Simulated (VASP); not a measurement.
```
SrF2
1.0
    0.00000     2.83850     2.83850
    2.83850     0.00000     2.83850
    2.83850     2.83850     0.00000
Sr F
1 2
Cartesian
  0.00000   0.00000   0.00000
  1.41925   1.41925   1.41925
  4.25775   4.25775   4.25775
```

The numbers are results of LDA (Ceperley-Alder, Perdew-Zunger), VASP's LDA PAW potentials (set 64) (plane waves; VASP), not measurements. Run with 520 eV cut-off, 9×9×9 Γ-centred mesh, Gaussian smearing of 0.010 eV, potentials Sr_sv F.

Question: Predict the energy per atom (σ→0).

Answer: 
```
Item                           Result
---------------------  --------------
energy per atom (σ→0)  -6.211 eV/atom
```

The absolute energy has meaning only against runs of the same code, potentials and settings.

The compound is SrF2 in the fluorite structure. It was relaxed first, which changed the volume by -6 %.
